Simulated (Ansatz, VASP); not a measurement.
Two plane-wave programs on CdSe

The input POSCAR:

```
CdSe
1.0
    0.0000000000      3.1598143944      2.9243930918
    3.1598143944      0.0000000000      2.9243930918
    3.1598143944      3.1598143944      0.0000000000
Cd Se
1 1
Direct
    0.0000000000      0.0000000000      0.0000000000
    0.2500000000      0.2500000000      0.2500000000
```

INCAR.step1

```
PREC = Accurate ; ENCUT = 520
ISMEAR = 0 ; SIGMA = 0.01
LREAL = False ; LASPH = True
NELM = 100 ; NBANDS = 16
GGA = PE ; ALGO = Normal
EDIFF = 1E-4 ; LWAVE = True
LCHARG = False
```

The input INCAR.step2:

```
PREC = Accurate ; ENCUT = 520
EDIFF = 1E-6 ; ISMEAR = 0
SIGMA = 0.01 ; LREAL = False
LASPH = True ; NELM = 100
ALGO = Normal ; ISIF = 2
LWAVE = False ; LCHARG = False
METAGGA = R2SCAN ; LMIXTAU = True
NBANDS = 16 ; ISTART = 1
```

KPOINTS

```
Automatic mesh
0
Gamma
  8 8 8
```

Input for Ansatz:

```yaml
crystal:
  lattice:
    - [0.0, 3.1598143944, 2.9243930918]
    - [3.1598143944, 0.0, 2.9243930918]
    - [3.1598143944, 3.1598143944, 0.0]
  atoms:
    - { symbol: Cd, position: [0.0, 0.0, 0.0] }
    - { symbol: Se, position: [0.25, 0.25, 0.25] }
kpoints:
  mp_grid: { grid: [8, 8, 8] }
  band_path:
    path:
      - [0.0, 0.0, 0.0]
      - [-0.5, -0.5, 0.0]
      - [-0.375, -0.375, 0.25]
      - [-0.375, 0.0, 0.375]
      - [0.0, 0.0, 0.5]
      - [-0.5, -0.25, 0.25]
    npoints: 1
hamiltonian:
  xc: r2scan
scf:
  occupations: { method: fixed }
  n_extra_bands: 4
output:
  forces: true
  stress: true
  eigenvalues: true
  write_density: true
  write_potential: true
  elf: true
  volumetric_format: npy
```

Change from the starting cell: epitaxial_xy strain +3.0%.

Alike in both runs: task single point; functional r2SCAN; k mesh 8 × 8 × 8; no spin polarisation.

|  | VASP | Ansatz |
| --- | --- | --- |
| version | VASP 6.6.1 | Ansatz 0.2.0 |
| potentials or method | VASP PAW PBE potentials, release 64 (Cd, Se) | plane waves, PAW |
| plane-wave cutoff (eV) | 520 | 500 |
| occupations | gaussian, width 0.01 eV | fixed |
| valence electrons in the cell | 18 | 36 |

VASP gave:

| Property | Result |
| --- | --- |
| gap on the k mesh at the Fermi level (eV) | 0.85 |
| pressure (GPa) | -0.5 |
| largest component of the traceless stress (GPa) | 0.76 |

Estimate Ansatz's values.

gap on the k mesh at the Fermi level (eV): 0.86; pressure (GPa): -0.8; largest component of the traceless stress (GPa): 0.77.

The two sets of potentials don't hold the same shells in valence.

Caveats: the PAW data sets were made with another functional, which shifts forces and pressure a little (VASP).
